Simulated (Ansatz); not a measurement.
Structure: rocksalt CaSe, at its r2SCAN minimum. The symmetry is Fm-3m (No. 225, cubic); conventional cell a = 5.935 Å, 26.13 Å³ an atom. Ca has 6 Se at 2.97 Å; Se has 6 Ca at 2.97 Å.

```
Ca Se
1.0
     0.00000    2.96754    2.96754
     2.96754    0.00000    2.96754
     2.96754    2.96754    0.00000
Ca Se
1 1
Direct
  0.00000 0.00000 0.00000
  0.50000 0.50000 0.50000
```

The questions ask for values computed with Ansatz 0.2.0 on this geometry. Calculated for a static, non-magnetic cell.

Given (8×8×8 mesh): r2SCAN gives an indirect gap of 2.52 eV, from Γ to X; the least direct gap is 3.46 eV at X.

**Question.** Estimate the gap with PBE on 8×8×8.

**Answer.** The PBE gap is indirect, 2.06 eV (Γ to X), below the direct gap of 2.98 eV at X. The gap differs by -0.46 eV from r2SCAN's.

**Question.** Estimate the gap with PBE+SOC on 8×8×8.

**Answer.** With PBE+SOC the valence top lies at Γ and the conduction bottom at X, 1.92 eV higher; the smallest vertical gap, at X, is 2.87 eV. Spin-orbit coupling itself accounts for -0.134 eV. The gap differs by -0.60 eV from r2SCAN's.

**Question.** What does HSE06 give for the gap (6×6×6 mesh)?

**Answer.** HSE06 gives an indirect gap of 3.00 eV, from Γ to X; the least direct gap is 4.03 eV at X. The gap differs by +0.48 eV from r2SCAN's.

**Question.** How does the gap change from r2SCAN to PBE0 (6×6×6)?

**Answer.** PBE0 gives an indirect gap of 3.68 eV, from Γ to X; the least direct gap is 4.73 eV at X. The gap differs by +1.16 eV from r2SCAN's.

**Question.** What does G0W0@PBE with 156 empty bands, a screening cutoff of 120 eV and a 4×4×4 mesh give?

**Answer.** 3.65 eV (PBE's gap over the path plus the quasiparticle shift read on the mesh). Over the mesh points the PBE gap of 2.05 eV becomes a quasiparticle gap of 3.64 eV (Γ to X), a change of +1.59 eV. Renormalisation factors Z lie between 0.74 and 0.80. The G0W0 figures hold for the stated bands, cutoff and mesh and aren't extrapolated.

**Question.** Roughly how does the cost of the PBE+SOC run (8×8×8) compare with r2SCAN's (8×8×8)?

**Answer.** About 2.6 times as much (13 core-seconds against 5 core-seconds, on 2 threads of Arm Neoverse V1, with other jobs on the host).

**Question.** How strongly does the crystal screen a field with clamped ions (r2SCAN)?

**Answer.** ε∞: 5.08 in all directions. Born charges, averaged over directions: Ca +2.33, Se -2.33 e.

Only the levels marked +SOC include spin-orbit coupling.

The meshes of the hybrids are coarse, so their gaps aren't converged to the digits shown.
